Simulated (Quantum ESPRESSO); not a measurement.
# Mg (Fm-3m) in Quantum ESPRESSO: equation of state

How stiff is Mg in PBE, and what volume does it want? The cell is scaled to several volumes.

Everything below comes from runs of Quantum ESPRESSO 7.5. Logs are shortened: lines on timing, memory, paths and dates and some standing lists are left out, and cuts for length are marked.

## 1. The structure

The structure is cubic, space group Fm-3m (No. 225). Conventional cell: a = 4.489 Å, b = 4.489 Å, c = 4.489 Å, α = 90.00°, β = 90.00°, γ = 90.00°. Mg (site symmetry m-3m) is surrounded by 12 Mg at 3.17 Å.

This isn't the form of Mg at room conditions, which is hcp.

## 2. Single point, PBE, 21.25 Å³/atom

pw.in

```
&CONTROL
  calculation = 'scf'
  prefix = 'pwscf'
  outdir = './tmp'
  pseudo_dir = './pseudo'
  tprnfor = .true.
  tstress = .true.
  disk_io = 'nowf'
/
&SYSTEM
  ibrav = 0
  nat = 1
  ntyp = 1
  ecutwfc = 55
  ecutrho = 440
  nbnd = 6
  occupations = 'smearing'
  smearing = 'fd'
  degauss = 0.00367493
/
&ELECTRONS
  conv_thr = 2d-10
  electron_maxstep = 120
  mixing_beta = 0.5
/
ATOMIC_SPECIES
Mg    24.3050 Mg.pbe-n-kjpaw_psl.0.3.0.UPF
CELL_PARAMETERS angstrom
   0.0000000000    2.1984420020    2.1984420020
   2.1984420020    0.0000000000    2.1984420020
   2.1984420020    2.1984420020    0.0000000000
ATOMIC_POSITIONS crystal
Mg     0.0000000000    0.0000000000    0.0000000000
K_POINTS automatic
10 10 10 0 0 0
```

Potentials or basis: SSSP 1.3 efficiency PBE.

Started as:

```console
$ OMP_NUM_THREADS=1 pw.x -in pw.in > pw.out
```

pw.out:

```text
This program is part of the open-source Quantum ESPRESSO suite
     for quantum simulation of materials; please cite
         "P. Giannozzi et al., J. Phys.:Condens. Matter 21 395502 (2009);
         "P. Giannozzi et al., J. Phys.:Condens. Matter 29 465901 (2017);
         "P. Giannozzi et al., J. Chem. Phys. 152 154105 (2020);
     in publications or presentations arising from this work. More details at

     file Mg.pbe-n-kjpaw_psl.0.3.0.UPF: wavefunction(s)  3S renormalized
     Message from routine setup:
     using ibrav=0 with symmetry is DISCOURAGED, use correct ibrav instead

     Subspace diagonalization in iterative solution of the eigenvalue problem:
     a serial algorithm will be used

     G-vector sticks info
     --------------------
     sticks:   dense  smooth     PW     G-vecs:    dense   smooth      PW
     Sum        1039     517    163                22227     7823    1459

     Using Slab Decomposition

     bravais-lattice index     =            0
     lattice parameter (alat)  =       5.8753  a.u.
     unit-cell volume          =     143.4074 (a.u.)^3
     number of atoms/cell      =            1
     number of atomic types    =            1
     number of electrons       =         2.00
     number of Kohn-Sham states=            6
     kinetic-energy cutoff     =      55.0000  Ry
     charge density cutoff     =     440.0000  Ry
     scf convergence threshold =      2.0E-10
     mixing beta               =       0.5000
     number of iterations used =            8  plain     mixing
     Exchange-correlation= SLA  PW   PBX  PBC
                           (   1   4   3   4   0   0   0)

     celldm(1)=   5.875284  celldm(2)=   0.000000  celldm(3)=   0.000000
     celldm(4)=   0.000000  celldm(5)=   0.000000  celldm(6)=   0.000000

     crystal axes: (cart. coord. in units of alat)
               a(1) = (   0.000000   0.707107   0.707107 )
               a(2) = (   0.707107   0.000000   0.707107 )
               a(3) = (   0.707107   0.707107   0.000000 )

     reciprocal axes: (cart. coord. in units 2 pi/alat)
               b(1) = ( -0.707107  0.707107  0.707107 )
               b(2) = (  0.707107 -0.707107  0.707107 )
               b(3) = (  0.707107  0.707107 -0.707107 )

     PseudoPot. # 1 for Mg read from file:
     Mg.pbe-n-kjpaw_psl.0.3.0.UPF
     Pseudo is Projector augmented-wave + core cor, Zval =  2.0
     Generated using "atomic" code by A. Dal Corso  v.5.0.99 svn rev. 10869
     Shape of augmentation charge: PSQ
     Using radial grid of 1129 points,  4 beta functions with:
                l(1) =   0
                l(2) =   0
                l(3) =   1
                l(4) =   1
     Q(r) pseudized with 0 coefficients

     atomic species   valence    mass     pseudopotential
     Mg                2.00    24.30500     Mg( 1.00)

     48 Sym. Ops., with inversion, found

   Cartesian axes

     site n.     atom                  positions (alat units)
         1        Mg     tau(   1) = (   0.0000000   0.0000000   0.0000000  )

     number of k points=    47  Fermi-Dirac smearing, width (Ry)=  0.0037
                       cart. coord. in units 2pi/alat
        k(    1) = (   0.0000000   0.0000000   0.0000000), wk =   0.0020000
        k(    2) = (   0.0707107   0.0707107  -0.0707107), wk =   0.0160000
        k(    3) = (   0.1414214   0.1414214  -0.1414214), wk =   0.0160000
        k(    4) = (   0.2121320   0.2121320  -0.2121320), wk =   0.0160000
        k(    5) = (   0.2828427   0.2828427  -0.2828427), wk =   0.0160000
        k(    6) = (  -0.3535534  -0.3535534   0.3535534), wk =   0.0080000
[... 39 lines left out ...]
        k(   46) = (  -0.0707107  -0.3535534   0.6363961), wk =   0.0480000
        k(   47) = (  -0.7071068   0.2828427   0.0000000), wk =   0.0240000

     Dense  grid:    22227 G-vectors     FFT dimensions: (  40,  40,  40)

     Smooth grid:     7823 G-vectors     FFT dimensions: (  27,  27,  27)

     Initial potential from superposition of free atoms

     starting charge       1.9991, renormalised to       2.0000
     Starting wfcs are    4 randomized atomic wfcs +    2 random wfcs
     Checking if some PAW data can be deallocated...

     Self-consistent Calculation

     iteration #  1     ecut=    55.00 Ry     beta= 0.50
     Davidson diagonalization with overlap
     ethr =  1.00E-02,  avg # of iterations =  5.9

     Threshold (ethr) on eigenvalues was too large:
     Diagonalizing with lowered threshold

     Davidson diagonalization with overlap
     ethr =  1.54E-04,  avg # of iterations =  3.0

     total energy              =     -33.61486537 Ry
     estimated scf accuracy    <       0.00306046 Ry

     iteration #  2     ecut=    55.00 Ry     beta= 0.50
     Davidson diagonalization with overlap
     ethr =  1.53E-04,  avg # of iterations =  1.0

     total energy              =     -33.61489994 Ry
     estimated scf accuracy    <       0.00076440 Ry

     iteration #  3     ecut=    55.00 Ry     beta= 0.50
     Davidson diagonalization with overlap
     ethr =  3.82E-05,  avg # of iterations =  2.2

     total energy              =     -33.61495033 Ry
     estimated scf accuracy    <       0.00000058 Ry

     iteration #  4     ecut=    55.00 Ry     beta= 0.50
     Davidson diagonalization with overlap
     c_bands:  1 eigenvalues not converged
     c_bands:  1 eigenvalues not converged
     ethr =  2.92E-08,  avg # of iterations =  7.3

     total energy              =     -33.61504532 Ry
     estimated scf accuracy    <       0.00000042 Ry

     iteration #  5     ecut=    55.00 Ry     beta= 0.50
     Davidson diagonalization with overlap
     ethr =  2.11E-08,  avg # of iterations =  1.0

     total energy              =     -33.61504265 Ry
     estimated scf accuracy    <       0.00000068 Ry

     iteration #  6     ecut=    55.00 Ry     beta= 0.50
     Davidson diagonalization with overlap
     ethr =  2.11E-08,  avg # of iterations =  1.8

     total energy              =     -33.61504271 Ry
     estimated scf accuracy    <       0.00000001 Ry

     iteration #  7     ecut=    55.00 Ry     beta= 0.50
     Davidson diagonalization with overlap
     ethr =  7.34E-10,  avg # of iterations =  4.1

     End of self-consistent calculation

          k = 0.0000 0.0000 0.0000 (   965 PWs)   bands (ev):

    -3.1854  16.9345  16.9345  19.2195  19.2195  19.2195

          k = 0.0707 0.0707-0.0707 (   965 PWs)   bands (ev):

    -2.9503  14.2440  16.5325  16.5325  18.9606  20.0095

          k = 0.1414 0.1414-0.1414 (   977 PWs)   bands (ev):

    -2.2493  10.8620  15.9855  15.9855  18.4298  20.0777

          k = 0.2121 0.2121-0.2121 (   974 PWs)   bands (ev):

    -1.0940   7.7370  15.6877  15.6877  18.0915  18.5248

          k = 0.2828 0.2828-0.2828 (   990 PWs)   bands (ev):
[... 159 lines left out ...]
          k =-0.1414-0.4243 0.7071 (   990 PWs)   bands (ev):

     2.8436   6.6194   7.7077   9.4433  18.0008  19.8091

          k =-0.0707-0.3536 0.6364 (   992 PWs)   bands (ev):

     4.5110   5.0016   7.4112   8.8736  19.1187  19.2530

          k =-0.7071 0.2828 0.0000 (   986 PWs)   bands (ev):

     4.9507   5.8677   6.3392   8.3625  17.7312  19.6918

     the Fermi energy is     4.1609 ev

!    total energy              =     -33.61504274 Ry
     total all-electron energy =      -400.669251 Ry
     estimated scf accuracy    <          1.5E-10 Ry
     smearing contrib. (-TS)   =      -0.00029130 Ry
     internal energy E=F+TS    =     -33.61475144 Ry

     The total energy is F=E-TS. E is the sum of the following terms:
     one-electron contribution =       1.51154839 Ry
     hartree contribution      =       0.00392044 Ry
     xc contribution           =      -1.61798889 Ry
     ewald contribution        =      -2.20720358 Ry
     one-center paw contrib.   =     -31.30502781 Ry

     convergence has been achieved in   7 iterations

     Forces acting on atoms (cartesian axes, Ry/au):

     atom    1 type  1   force =     0.00000000    0.00000000    0.00000000

     Total force =     0.000000     Total SCF correction =     0.000000

     Computing stress (Cartesian axis) and pressure

          total   stress  (Ry/bohr**3)                   (kbar)     P=       34.02
   0.00023126   0.00000000  -0.00000000           34.02        0.00       -0.00
   0.00000000   0.00023126  -0.00000000            0.00       34.02       -0.00
  -0.00000000  -0.00000000   0.00023126           -0.00       -0.00       34.02

=------------------------------------------------------------------------------=
   JOB DONE.
=------------------------------------------------------------------------------=
```

Wall time 3.6 s (1 thread of Intel Xeon 6975P-C (Granite Rapids), shared host); peak memory 0.07 GiB.

What came out:

| Property | Result |
| --- | --- |
| Free energy | -457.3560 eV |
| Pressure | 3.4 GPa |
| Band gap on the k mesh | none (metal or under the smearing width) |

## 3. Single point, PBE, 21.70 Å³/atom

Changes to pw.in since step 2:

```diff
@@ -28,5 +28,5 @@
 CELL_PARAMETERS angstrom
-   0.0000000000    2.1984420020    2.1984420020
-   2.1984420020    0.0000000000    2.1984420020
-   2.1984420020    2.1984420020    0.0000000000
+   0.0000000000    2.2139244980    2.2139244980
+   2.2139244980    0.0000000000    2.2139244980
+   2.2139244980    2.2139244980    0.0000000000
 ATOMIC_POSITIONS crystal
```

Potentials or basis: SSSP 1.3 efficiency PBE.

Started as:

```console
$ OMP_NUM_THREADS=1 pw.x -in pw.in > pw.out
```

Wall time 3.5 s (1 thread of Intel Xeon 6975P-C (Granite Rapids), shared host); peak memory 0.07 GiB.

It converged, with:

```
Free energy            : -457.3641 eV
Pressure               : 2.4 GPa
Band gap on the k mesh : none (metal or under the smearing width)
```

## 4. Single point, PBE, 22.16 Å³/atom

Changes to pw.in since step 3:

```diff
@@ -28,5 +28,5 @@
 CELL_PARAMETERS angstrom
-   0.0000000000    2.2139244980    2.2139244980
-   2.2139244980    0.0000000000    2.2139244980
-   2.2139244980    2.2139244980    0.0000000000
+   0.0000000000    2.2291934254    2.2291934254
+   2.2291934254    0.0000000000    2.2291934254
+   2.2291934254    2.2291934254    0.0000000000
 ATOMIC_POSITIONS crystal
```

Started as:

```console
$ OMP_NUM_THREADS=1 pw.x -in pw.in > pw.out
```

It took 4 s on 1 thread of Intel Xeon 6975P-C (Granite Rapids), shared host; peak memory 0.07 GiB.

The run converged. Its results:

| Quantity | Value |
| --- | --- |
| Free energy | -457.3696 eV |
| Pressure | 1.5 GPa |
| Band gap on the k mesh | none (metal or under the smearing width) |

## 5. Single point, PBE, 22.61 Å³/atom

Changes to pw.in since step 4:

```diff
@@ -28,5 +28,5 @@
 CELL_PARAMETERS angstrom
-   0.0000000000    2.2291934254    2.2291934254
-   2.2291934254    0.0000000000    2.2291934254
-   2.2291934254    2.2291934254    0.0000000000
+   0.0000000000    2.2442560000    2.2442560000
+   2.2442560000    0.0000000000    2.2442560000
+   2.2442560000    2.2442560000    0.0000000000
 ATOMIC_POSITIONS crystal
```

Started as:

```console
$ OMP_NUM_THREADS=1 pw.x -in pw.in > pw.out
```

It took 3.5 s on 1 thread of Intel Xeon 6975P-C (Granite Rapids), shared host; peak memory 0.08 GiB.

Results (log left out):

| Item | Value |
| --- | --- |
| Free energy | -457.3727 eV |
| Pressure | 0.7 GPa |
| Band gap on the k mesh | none (metal or under the smearing width) |

## 6. Single point, PBE, 23.06 Å³/atom

Changes to pw.in since step 5:

```diff
@@ -28,5 +28,5 @@
 CELL_PARAMETERS angstrom
-   0.0000000000    2.2442560000    2.2442560000
-   2.2442560000    0.0000000000    2.2442560000
-   2.2442560000    2.2442560000    0.0000000000
+   0.0000000000    2.2591190557    2.2591190557
+   2.2591190557    0.0000000000    2.2591190557
+   2.2591190557    2.2591190557    0.0000000000
 ATOMIC_POSITIONS crystal
```

Potentials or basis: SSSP 1.3 efficiency PBE.

Started as:

```console
$ OMP_NUM_THREADS=1 pw.x -in pw.in > pw.out
```

It took 3.9 s on 1 thread of Intel Xeon 6975P-C (Granite Rapids), shared host; peak memory 0.08 GiB.

The run converged. Its results:

```
Free energy            : -457.3736 eV
Pressure               : -0.1 GPa
Band gap on the k mesh : none (metal or under the smearing width)
```

## 7. Single point, PBE, 23.51 Å³/atom

Changes to pw.in since step 6:

```diff
@@ -28,5 +28,5 @@
 CELL_PARAMETERS angstrom
-   0.0000000000    2.2591190557    2.2591190557
-   2.2591190557    0.0000000000    2.2591190557
-   2.2591190557    2.2591190557    0.0000000000
+   0.0000000000    2.2737890710    2.2737890710
+   2.2737890710    0.0000000000    2.2737890710
+   2.2737890710    2.2737890710    0.0000000000
 ATOMIC_POSITIONS crystal
```

Started as:

```console
$ OMP_NUM_THREADS=1 pw.x -in pw.in > pw.out
```

It took 5.4 s on 1 thread of Intel Xeon 6975P-C (Granite Rapids), shared host; peak memory 0.08 GiB.

The run converged. Its results:

```yaml
Free_energy: -457.3725 eV
Pressure: -0.7 GPa
Band_gap_on_the_k_mesh: none (metal or under the smearing width)
```

## 8. Single point, PBE, 23.96 Å³/atom

Changes to pw.in since step 7:

```diff
@@ -28,5 +28,5 @@
 CELL_PARAMETERS angstrom
-   0.0000000000    2.2737890710    2.2737890710
-   2.2737890710    0.0000000000    2.2737890710
-   2.2737890710    2.2737890710    0.0000000000
+   0.0000000000    2.2882721944    2.2882721944
+   2.2882721944    0.0000000000    2.2882721944
+   2.2882721944    2.2882721944    0.0000000000
 ATOMIC_POSITIONS crystal
```

Started as:

```console
$ OMP_NUM_THREADS=1 pw.x -in pw.in > pw.out
```

It took 3.7 s on 1 thread of Intel Xeon 6975P-C (Granite Rapids), shared host; peak memory 0.08 GiB.

Results (log left out):

```
Free energy            : -457.3696 eV
Pressure               : -1.3 GPa
Band gap on the k mesh : none (metal or under the smearing width)
```

## 9. Equation of state, PBE

Potentials or basis: SSSP 1.3 efficiency PBE.

No new run: the results of the series are fitted here.

What came out:

```yaml
Equilibrium_volume: 23.03 Å³/atom
Bulk_modulus: 36 GPa
Pressure_derivative_of_the_bulk_modulus: 4.0
```

Energy against volume, from the lowest point:
```
volume (Å³/atom)  energy (meV/atom)
          21.251              17.64
          21.703               9.46
          22.155               3.96
          22.607               0.88
          23.059               0.00
          23.512               1.11
          23.964               4.01
```
